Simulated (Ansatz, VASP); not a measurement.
## One calculation of MgO, two programs

```
Mg O
1.0
     3.36975    0.00000    0.00000
    -1.68488    2.91829    0.00000
     0.00000    0.00000    9.56606
Mg O
4 4
Direct
  0.33333 0.66667 0.96949
  0.00000 0.00000 0.22082
  0.00000 0.00000 0.72082
  0.66667 0.33333 0.46949
  0.33333 0.66667 0.78004
  0.00000 0.00000 0.52964
  0.00000 0.00000 0.02964
  0.66667 0.33333 0.28004
```

Alike in both runs: task single point; functional PBE; k mesh 9 × 9 × 4; occupations gaussian, width 0.05 eV; no spin polarisation.

|  | VASP | Ansatz |
| --- | --- | --- |
| version | VASP 6.6.1 | Ansatz 0.2.0 |
| potentials or method | VASP PAW PBE potentials, release 64 (Mg, O) | scalar-relativistic, plane waves, PAW |
| plane-wave cutoff (eV) | 520 | 520 |
| valence electrons in the cell | 32 | 64 |

VASP gave:

| Property | Result |
| --- | --- |
| gap on the k mesh at the Fermi level (eV) | 3.38 |
| least direct gap on the mesh (eV) | 3.38 |
| pressure (GPa) | 7.1 |
| largest component of the traceless stress (GPa) | 22.37 |
| rms of the force components (eV/Å) | 1.079 |

Task: Which values does Ansatz return?

Result: gap on the k mesh at the Fermi level (eV): 3.40; least direct gap on the mesh (eV): 3.40; pressure (GPa): 7.4; largest component of the traceless stress (GPa): 21.98; rms of the force components (eV/Å): 1.061.

Atom by atom the forces differ by 0.018 eV/Å (rms over components). The two sets of potentials don't hold the same shells in valence.

Caveats: an odd mesh through Γ misses points on the zone boundary, where band edges often lie; forces of over 1 eV/Å show positions far from the minimum, so gaps and moduli don't describe the material at rest.
